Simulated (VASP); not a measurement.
Here is a VASP 6.6.1 calculation.

File INCAR:

```
SYSTEM = ZrC
  PREC = Accurate
  ENCUT = 520
  EDIFF = 1E-7
  ISMEAR = 0
  SIGMA = 0.1
  LREAL = .False.
  LASPH = .True.
  NELM = 60
  ALGO = Normal
  ISIF = 2
  LWAVE = .False.
  LCHARG = .False.
  GGA = PE
  NBANDS = 15
```

The input KPOINTS:

```
regular mesh
0
Gamma
  6 6 6
  0 0 0
```

POSCAR

```
ZrC
1.0
    0.0000000000      2.3650000000      2.3650000000
    2.3650000000      0.0000000000      2.3650000000
    2.3650000000      2.3650000000      0.0000000000
Zr C
1 1
Direct
    0.5000000000      0.5000000000      0.5000000000
    0.0000000000      0.0000000000      0.0000000000
```

Potentials or basis: VASP PAW PBE potentials, release 64 (Zr_sv, C).

Command:

```console
$ cat potpaw_PBE.64/Zr_sv/POTCAR potpaw_PBE.64/C/POTCAR > POTCAR
$ mpirun -np 1 vasp_std > vasp.out
```

(1) Predict the pressure.

(2) What does it give for the band gap on the k mesh?

Answers

(1) -2.6 GPa.

(2) none (metal or under the smearing width).

Caveat: the k mesh is coarse (spacing up to 0.38 Å⁻¹), so the values aren't converged.
